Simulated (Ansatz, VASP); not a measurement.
## One calculation of AlN, two programs

```
Al N
1.0
     2.85813    0.00000    0.00000
    -1.42907    2.47522    0.00000
     0.00000    0.00000    4.58013
Al N
2 2
Direct
  0.33333 0.66667 0.00169
  0.66667 0.33333 0.50169
  0.33333 0.66667 0.38331
  0.66667 0.33333 0.88331
```

Change from the starting cell: strain -0.080 along x and y, -0.080 along z, atoms carried along.

Alike in both runs: task single point; functional r2SCAN; k mesh 12 × 12 × 6; occupations gaussian, width 0.05 eV; no spin polarisation.

|  | VASP | Ansatz |
| --- | --- | --- |
| version | VASP 6.6.1 | Ansatz 0.2.0 |
| potentials or method | VASP PAW PBE potentials, release 64 (Al, N) | scalar-relativistic, plane waves, PAW |
| plane-wave cutoff (eV) | 520 | 500 |
| valence electrons in the cell | 16 | 16 |

Ansatz gave:

* gap on the k mesh at the Fermi level (eV): 5.84
* least direct gap on the mesh (eV): 7.36
* pressure (GPa): 84.6
* largest component of the traceless stress (GPa): 4.16
* rms of the force components (eV/Å): 0.084

Which values does VASP return?

gap on the k mesh at the Fermi level (eV): 5.82; least direct gap on the mesh (eV): 7.42; pressure (GPa): 85.3; largest component of the traceless stress (GPa): 4.30; rms of the force components (eV/Å): 0.084.

Atom by atom the forces differ by 0.001 eV/Å (rms over components). The functional is the same, so the differences come from potentials, cutoffs and numerics.

Caveats: the cell as given lies far from equilibrium; so large a pressure means that the cell lies far from this level's equilibrium, or that cutoff or potentials fall short (VASP); the potentials were made for another functional, which shifts forces and pressure (VASP). A k mesh can miss the band edges.
